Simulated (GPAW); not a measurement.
Wanted: an ASE script for a GPAW 26.7.0 run.

```
Task                : optical spectrum
Functional          : PBE
Potentials or basis : GPAW PAW data sets (gpaw-data 1.2.1)
Cutoff              : 450 eV
Basis               : pw
k mesh              : 9 × 9 × 9
Occupations         : fermi-dirac, width 0.05 eV
Spin                : no spin polarisation
Eta                 : 0.1 eV
Response ecut       : 50 eV
Scissors            : 0 eV
Kernel              : RPA
Maxiter             : 150
Response k mesh     : 26 × 26 × 26
Domega0             : 0.05 eV
Omega2              : 10 eV
Response bands      : 17
Directions          : ["x", "z"]
Intraband           : yes
```

In:

```
In
1.0
    -1.64686    1.64686    2.50625
     1.64686   -1.64686    2.50625
     1.64686    1.64686   -2.50625
In
1
Direct
  0.00000 0.00000 0.00000
```

The input as run:

run.py

```python
from ase import Atoms
from ase.dft.bandgap import bandgap
from ase.io import write
from gpaw import GPAW, PW
from gpaw.response.df import DielectricFunction

atoms = Atoms(['In'],
              cell=[[-1.6468602161, 1.6468602161, 2.5062524172],
                    [1.6468602161, -1.6468602161, 2.5062524172],
                    [1.6468602161, 1.6468602161, -2.5062524172]],
              scaled_positions=[[0.0, 0.0, 0.0]],
              pbc=True)

calc = GPAW(mode=PW(450),
            xc='PBE',
            kpts={'size': (9, 9, 9), 'gamma': True},
            occupations={'name': 'fermi-dirac', 'width': 0.05},
            nbands=14,
            convergence={'density': 1e-06},
            maxiter=150,
            txt='gpaw.txt')
atoms.calc = calc
energy = atoms.get_potential_energy()
calc.write('gs.gpw')
write('result.traj', atoms)
print(f'Energy: {energy:.6f} eV')
print('Fermi level:', round(calc.get_fermi_level(), 4), 'eV')
print(f'Gap: {bandgap(calc)[0]:.4f} eV, direct: {bandgap(calc, direct=True)[0]:.4f} eV')

dense = calc.fixed_density(kpts={'size': (26, 26, 26), 'gamma': True},
                           nbands=23, convergence={'bands': 17, 'eigenstates': 1e-7},
                           update_fermi_level=True, txt='dense.txt')
dense.write('dense.gpw', mode='all')

df = DielectricFunction('dense.gpw', frequencies={'type': 'nonlinear', 'domega0': 0.05, 'omega2': 10},
                        eta=0.1, ecut=50, nbands=17, rate='eta', txt='df.txt')
for direction in ['x', 'z']:
    df.get_dielectric_function(xc='RPA', direction=direction, filename=f'df_{direction}.csv')
```

Potentials or basis: GPAW PAW data sets (gpaw-data 1.2.1), pw.

Run with:

```bash
$ OMP_NUM_THREADS=1 python run.py
```

It gave:

```json
{"Band gap on the k mesh": "none (metal or under the smearing width)"}
```

Caveat: the intraband term hangs on this k mesh; the long-wavelength limit can be off by a per cent or two; independent-particle spectra lack excitons.

Wall time 6.6 min on 1 thread of Arm Neoverse V1 (shared host), peak memory 0.72 GiB.
